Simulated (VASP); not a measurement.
# AlNi (C2/m) in VASP: a series of runs

The runs below take AlNi through equation of state, relaxation of cell and atoms, density of states, with PBE+TS, revPBE+D4+U, PBE+rVV10+U.

All numbers are computed with VASP 6.6.1; they aren't measurements. Logs are shortened: lines on timing, memory, paths and dates and some standing lists are left out, and cuts for length are marked.

## (1) The crystal as given

Symmetry: C2/m, No. 12, monoclinic system. The conventional cell has a = 4.601 Å, b = 2.789 Å, c = 4.111 Å, α = 90.00°, β = 109.27°, γ = 90.00°. Ni (site symmetry 2/m) is surrounded by 6 Al at 2.48 to 2.53 Å and 6 Ni at 2.69 to 2.79 Å. Al (site symmetry 2/m) has 6 Ni at 2.48 to 2.53 Å and 6 Al at 2.69 to 2.79 Å as nearest neighbours.

The cell comes from a database or a generator and needn't be the stable form of this composition.

## (2) Equation of state, PBE+TS, non-collinear spin, program default start (atoms moved at random, drawn with an rms of 0.05 Å)

Input file run.py:

```python
from ase.calculators.vasp import Vasp
from ase.eos import EquationOfState
from ase.io import Trajectory
from ase.io import read
from ase.units import GPa

atoms = read('POSCAR')
calc = Vasp(
    directory='calc',
    xc='pbe',
    pp='PBE',
    setups='recommended',
    prec='Accurate',
    encut=600,
    ediff=1e-06,
    ismear=-1,
    sigma=0.05,
    lreal=False,
    lasph=True,
    nelm=100,
    algo='Fast',
    isif=2,
    lwave=False,
    lcharg=False,
    lnoncollinear=True,
    lorbit=11,
    lmaxmix=4,
    ivdw=2,
    kpts=[6, 6, 4],
    gamma=True,
)
atoms.calc = calc
cell = atoms.cell.copy()
volumes, energies = [], []
traj = Trajectory('eos.traj', 'w')
for x in [0.94, 0.96, 0.98, 1.0, 1.02, 1.04, 1.06]:
    atoms.set_cell(cell * x ** (1 / 3), scale_atoms=True)
    volumes.append(atoms.get_volume())
    energies.append(atoms.get_potential_energy())
    traj.write(atoms)
    print(f'{x:5.2f} {volumes[-1]:12.5f} {energies[-1]:14.6f}')

v0, e0, B = EquationOfState(volumes, energies, eos='murnaghan').fit()
print(f'V0 = {v0:.4f} A^3, E0 = {e0:.6f} eV, B = {B / GPa:.2f} GPa')
```

Input file POSCAR:

```
AlNi
1.0
    2.3006810000     -1.3946800000      0.0000000000
    2.3006810000      1.3946800000      0.0000000000
   -1.3564510000      0.0000000000      3.8808380000
Ni Al
1 1
Direct
    0.5053180000      0.4911590000      0.5002690000
   -0.0016030000      0.0045930000      0.0109340000
```

Potentials or basis: VASP PAW PBE potentials, release 64 (Ni, Al).

Launch:

```
python run.py
```

The log of the run:

```text
0.94     23.41070     -11.604910
 0.96     23.90880     -11.598472
 0.98     24.40690     -11.581556
 1.00     24.90500     -11.555409
 1.02     25.40310     -11.521137
 1.04     25.90120     -11.479718
 1.06     26.39930     -11.432006
<dir> UserWarning: The minimum volume of your fit is not in your volumes.  You may not have a minimum in your dataset!
  warnings.warn(
V0 = 23.3824 A^3, E0 = -11.604924 eV, B = 182.53 GPa
```

OUTCAR:

```text
ENCUT = 600.000000
   EDIFF = 1.00e-06
   GGA = PE
   PREC = Accurate
   ISIF = 2
   ISMEAR = -1
   LORBIT = 11
   NELM = 100
   IVDW = 2
   LASPH = .TRUE.
   LNONCOLLINEAR = .TRUE.
   LREAL = .FALSE.
  IVDW =   2

 ion  position               nearest neighbor table
   1  0.505  0.491  0.500-   2 2.48   2 2.52   2 2.55   2 2.55   2 2.58   2 2.61
   2  0.998  0.005  0.011-   1 2.48   1 2.52   1 2.55   1 2.55   1 2.58   1 2.61

  LATTYP: Found a base centered monoclinic cell.
 ALAT       =     4.6916076958
 B/A-ratio  =     0.6062031199
 C/A-ratio  =     0.8934454424
 COS(beta)  =    -0.3299511685

  Lattice vectors:

 A1 = (   2.3458038479,  -1.4220336112,   0.0000000000)
 A2 = (   2.3458038479,   1.4220336112,   0.0000000000)
 A3 = (  -1.3830548326,   0.0000000000,   3.9569521865)

Analysis of symmetry for initial positions (statically):
=====================================================================
 Subroutine PRICEL returns:
 Original cell was already a primitive cell.

 Routine SETGRP: Setting up the symmetry group for a
 base centered monoclinic supercell.

 Subroutine GETGRP returns: Found  1 space group operations
 (whereof  1 operations were pure point group operations)
 out of a pool of  4 trial point group operations.

The static configuration has the point symmetry C_1 .

Analysis of symmetry for dynamics (positions and initial velocities):
=====================================================================
 Subroutine PRICEL returns:
 Original cell was already a primitive cell.

 Routine SETGRP: Setting up the symmetry group for a
 base centered monoclinic supercell.

 Subroutine GETGRP returns: Found  1 space group operations
 (whereof  1 operations were pure point group operations)
 out of a pool of  4 trial point group operations.

The dynamic configuration has the point symmetry C_1 .

Analysis of structural, dynamic, and magnetic symmetry:
=====================================================================
 Subroutine PRICEL returns:
 Original cell was already a primitive cell.

 Routine SETGRP: Setting up the symmetry group for a
 base centered monoclinic supercell.

 Subroutine GETGRP returns: Found  1 space group operations
 (whereof  1 operations were pure point group operations)
 out of a pool of  4 trial point group operations.

The overall configuration has the point symmetry C_1 .

 Subroutine INISYM returns: Found  1 space group operations
 (whereof  1 operations are pure point group operations),
 and found     1 'primitive' translations

----------------------------------------------------------------------------------------

                                     Primitive cell

  volume of cell :      26.3993

  direct lattice vectors                    reciprocal lattice vectors
     2.345803848 -1.422033611  0.000000000     0.213146551 -0.351609129  0.074500109
     2.345803848  1.422033611  0.000000000     0.213146551  0.351609129  0.074500109
    -1.383054833  0.000000000  3.956952187     0.000000000  0.000000000  0.252719758

  length of vectors
     2.743168840  2.743168840  4.191695513     0.417864450  0.417864450  0.252719758

  position of ions in fractional coordinates (direct lattice)
     0.505318000  0.491159000  0.500269000
     0.998397000  0.004593000  0.010934000

  ion indices of the primitive-cell ions
[... 84 lines left out ...]
   TEBEG  =    0.0;   TEEND  =   0.0 temperature during run
   PSTRESS=    0.0 pullay stress
   NELECT =      13.0000    total number of electrons
   NUPDOWN=      -1.0000    fix difference up-down
   EMIN   =  10.00;   EMAX   =-10.00  energy-range for DOS
   EFERMI =   0.00;   METHOD = LEGACY
   ISMEAR =    -1;   SIGMA  =   0.05  broadening in eV -4-tet -1-fermi 0-gaus
   EFERMI_NEDOS =   21; number of points for ismear=-14 and -15
   IALGO  =     68    algorithm
   IMIX   =      4    mixing-type and parameters
     AMIX     =   0.40;   BMIX     =  1.00
     AMIX_MAG =   1.60;   BMIX_MAG =  1.00
  volume/ion in A,a.u.               =      13.20        89.08
  Fermi-wavevector in a.u.,A,eV,Ry     =   1.292782  2.443003 22.739203  1.671284
  Thomas-Fermi vector in A             =   2.424468
   LORBIT       =     11    0 simple, 1 ext, 2 COOP (PROOUT), +10 PAW based schemes
   GGA     = PE    functional components
   LHFCALC =     F    Hartree Fock is set to
   AEXX    =    0.0000 exact exchange contribution
   IVDW    =     2    specifies the selected vdW correction
   LEPSILON=     F    determine dielectric tensor
   LRPA    =     F    only Hartree local field effects (RPA)
 RMM-DIIS sequential band-by-band and
  energy-cutoff  :      600.00
  volume of cell :       26.40
 maximum number of plane-waves:      1798
 NGX is ok and might be reduce to    24

 number of electron      12.9999999 magnetization       0.0008751      0.0007615      0.0008177

 number of electron      12.9999999 magnetization      -0.0000280     -0.0000332     -0.0000309

 Free energy of the ion-electron system (eV)
  ---------------------------------------------------
  ext. energy  EPLUGINS =         0.00000000
  ---------------------------------------------------
  free energy    TOTEN  =       -10.00994304 eV

  energy without entropy =      -10.00211833  energy(sigma->0) =      -10.00603069

 E-fermi :   8.6638     XC(G=0): -11.5767

 val. band max:        8.6586249472   @ k =   0.3333  -0.1667   0.5000
 cond. band min:       8.7674898281   @ k =   0.5000  -0.3333  -0.2500
 fundamental gap:      0.1088648809
 Fermi energy:         8.6637534260

 k-point     1 :       0.0000    0.0000    0.0000
  band No.  band energies     occupation
      1      -1.8311      1.00000
      2      -1.8310      1.00000
      3       5.2636      1.00000
      4       5.2636      1.00000
      5       6.8872      1.00000
      6       6.8873      1.00000
[... 589 lines left out ...]
     21      15.4289      0.00000
     22      15.4289      0.00000

 [... further k-points ...]

------------------------ aborting loop because EDIFF is reached ----------------------------------------

  Hirshfeld charges:
            ion         q(e)
   ------------------------------
      1     Ni       0.03310405
      2     Al      -0.03310405

  Tkatchenko/Scheffler method for vdW energy calculation

  Number of pair interactions contributing to vdW energy:   59614

  Edisp (eV):   -1.42597

  FORCE on cell =-STRESS in cart. coord.  units (eV):
  Direction    XX          YY          ZZ          XY          YZ          ZX
  --------------------------------------------------------------------------------------
  -------------------------------------------------------------------------------------
  Total      -2.80067    -2.89268    -2.39733    -0.01192     0.01871    -0.07415
  in kB    -169.97297  -175.55744  -145.49407    -0.72372     1.13553    -4.49989
  external pressure =     -163.67 kB  Pullay stress =        0.00 kB

 VOLUME and BASIS-vectors are now :
 -----------------------------------------------------------------------------
  energy-cutoff  :      600.00
  volume of cell :       26.40
      direct lattice vectors                 reciprocal lattice vectors
     2.345803848 -1.422033611  0.000000000     0.213146551 -0.351609129  0.074500109
     2.345803848  1.422033611  0.000000000     0.213146551  0.351609129  0.074500109
    -1.383054833  0.000000000  3.956952187     0.000000000  0.000000000  0.252719758

 POSITION                                       TOTAL-FORCE (eV/Angst)
 -----------------------------------------------------------------------------------
      1.64564     -0.02013      1.97954        -0.005642      0.072027      0.272694
      2.33770     -1.41322      0.04327         0.005642     -0.072027     -0.272694
 -----------------------------------------------------------------------------------
    total drift:                                0.000035     -0.000132      0.000116

  FREE ENERGIE OF THE ION-ELECTRON SYSTEM (eV)
  ---------------------------------------------------
  free  energy   TOTEN  =       -11.4359179215 eV

  energy  without entropy=      -11.4280932152  energy(sigma->0) =      -11.43200557

 total charge

# of ion       s       p       d       tot
------------------------------------------
    1        0.432   0.439   8.395   9.265
    2        0.407   0.388   0.000   0.796
--------------------------------------------------
tot          0.839   0.827   8.395  10.061

 magnetization (x)

# of ion       s       p       d       tot
------------------------------------------
    1       -0.000  -0.000   0.000   0.000
    2        0.000   0.000   0.000   0.000
--------------------------------------------------
tot         -0.000  -0.000   0.000   0.000

 magnetization (y)

# of ion       s       p       d       tot
------------------------------------------
    1       -0.000  -0.000   0.000   0.000
    2        0.000   0.000   0.000   0.000
--------------------------------------------------
tot          0.000   0.000   0.000   0.000

 magnetization (z)

# of ion       s       p       d       tot
------------------------------------------
    1       -0.000  -0.000   0.000   0.000
    2        0.000   0.000   0.000   0.000
--------------------------------------------------
tot          0.000  -0.000   0.000   0.000
```

INCAR:

```text
ENCUT = 600.000000
SIGMA = 0.050000
EDIFF = 1.00e-06
ALGO = Fast
GGA = PE
PREC = Accurate
ISIF = 2
ISMEAR = -1
LMAXMIX = 4
LORBIT = 11
NELM = 100
IVDW = 2
LASPH = .TRUE.
LCHARG = .FALSE.
LWAVE = .FALSE.
LNONCOLLINEAR = .TRUE.
LREAL = .FALSE.
```

Wall time 13 min (1 thread of Intel Xeon 6975P-C (Granite Rapids), shared host); peak memory 0.34 GiB.

What came out:

| Item | Value |
| --- | --- |
| Equilibrium volume | 11.69 Å³/atom (rough: see the caveat) |
| Bulk modulus at fixed shape and positions | 181 GPa (rough) |
| Hirshfeld charges | Ni +0.03; Al -0.03 e |

Energy against volume, from the lowest point:
```tsv
volume (Å³/atom)	energy (meV/atom)
11.705	0.00
11.954	3.22
12.203	11.68
12.452	24.75
12.702	41.89
12.951	62.60
13.200	86.45
```

Caveat: the k mesh is coarse (spacing up to 0.45 Å⁻¹), so the values aren't converged; the minimum lies outside the volumes run; the cell was scaled at fixed shape and fractional positions, which overstates the stiffness of a crystal with free parameters, most of all of layers and chains.

## (3) Relaxation of cell and atoms, revPBE+D4+U, collinear spin, ferromagnetic start

This run uses another cell than the first one: it holds 4 atoms, not 2.

Input file INCAR:

```
  ALGO = Fast
  EDIFF = 1E-7
  EDIFFG = -0.005
  ENCUT = 300
  GGA = RE
  IBRION = 2
  ISIF = 3
  ISMEAR = 1
  ISPIN = 2
  IVDW = 13
  LASPH = T
  LCHARG = F
  LDAU = T
  LDAUJ = 0 0
  LDAUL = 2 -1
  LDAUPRINT = 1
  LDAUTYPE = 2
  LDAUU = 3 0
  LMAXMIX = 4
  LORBIT = 11
  LREAL = F
  LWAVE = F
  MAGMOM = 1 1 0 0
  NELM = 100
  NSW = 60
  PREC = Accurate
  SIGMA = 0.2
```

Input file AlNi.cif:

```cif
data_AlNi
_cell_length_a 4.60136200
_cell_length_b 2.78936000
_cell_length_c 4.11106591
_cell_angle_alpha 90.00000000
_cell_angle_beta 109.26581165
_cell_angle_gamma 90.00000000
_space_group_name_H-M_alt 'C2/m'
_space_group_name_Hall '-C 2y'
_space_group_IT_number 12
loop_
_space_group_symop_operation_xyz
'x,y,z'
'-x,-y,-z'
'-x,y,-z'
'x,-y,z'
'x+1/2,y+1/2,z'
'-x+1/2,-y+1/2,-z'
'-x+1/2,y+1/2,-z'
'x+1/2,-y+1/2,z'
loop_
_atom_site_label
_atom_site_type_symbol
_atom_site_symmetry_multiplicity
_atom_site_Wyckoff_symbol
_atom_site_fract_x
_atom_site_fract_y
_atom_site_fract_z
_atom_site_occupancy
Ni1 Ni 2 d 0.5000000000 0.0000000000 0.5000000000 1
Al1 Al 2 a 0.0000000000 0.0000000000 0.0000000000 1
```

Input file KPOINTS:

```
k-points
0
Monkhorst-Pack
  4 7 5
```

Input file POSCAR:

```
Ni Al
 1.0000000000000000
     4.6013620000000000    0.0000000000000000    0.0000000000000000
     0.0000000000000000    2.7893599999999998    0.0000000000000000
    -1.3564510010515902    0.0000000000000000    3.8808380020441806
 Ni  Al 
   2   2
Cartesian
  1.6224554994742049  0.0000000000000000  1.9404190010220903
 -0.6782255005257951  1.3946799999999999  1.9404190010220903
  0.0000000000000000  0.0000000000000000  0.0000000000000000
  2.3006810000000000  1.3946799999999999  0.0000000000000000
```

Potentials or basis: VASP PAW PBE potentials, release 64 (Ni, Al).

Launch:

```
ase convert -i cif -o vasp AlNi.cif POSCAR
cat potpaw_PBE.64/Ni/POTCAR potpaw_PBE.64/Al/POTCAR > POTCAR
mpirun -np 1 vasp_std > vasp.out
```

Run time: 3.7 min. Hardware: 1 thread of Intel Xeon 6975P-C (Granite Rapids), shared host; peak memory 0.16 GiB.

The run converged, but some of its settings lie outside the range that counts as converged (typed here: shifted = yes; ENCUT = 300; k = 4 × 7 × 5), so its numbers aren't taken as properties of the crystal.

What came out:

```yaml
Free_energy: -17.9792 eV
Relaxed_volume: 11.83 Å³/atom
Relaxed_cell: a = 4.643 Å, b = 2.677 Å, c = 4.127 Å, α = 90.00°, β = 112.77°, γ = 90.00°
Space_group_after_relaxing_to_0.05_Å: C2/m (No. 12)
Energy_gained_by_relaxing: 18.9 meV/atom
Ionic_steps: 25
Net_moment: 0.00 μB per cell
Valence_electrons_inside_the_program's_atomic_spheres: Ni 9.52; Al 0.85
Dispersion_energy_per_atom: -0.754 eV
```

Caveat: the k mesh is coarse (spacing up to 0.36 Å⁻¹), so the values aren't converged; the cutoff is under 1.25 times the usual one of these potentials, so pressure, stress and relaxed cells hold a basis-set (Pulay) error; the PAW data sets were made with another functional, which shifts forces and pressure a little; pairwise dispersion overbinds metals, which lowers pressure and volume; the U is typed as a test and isn't derived for this compound.

(Continued in part 2 of 2.)
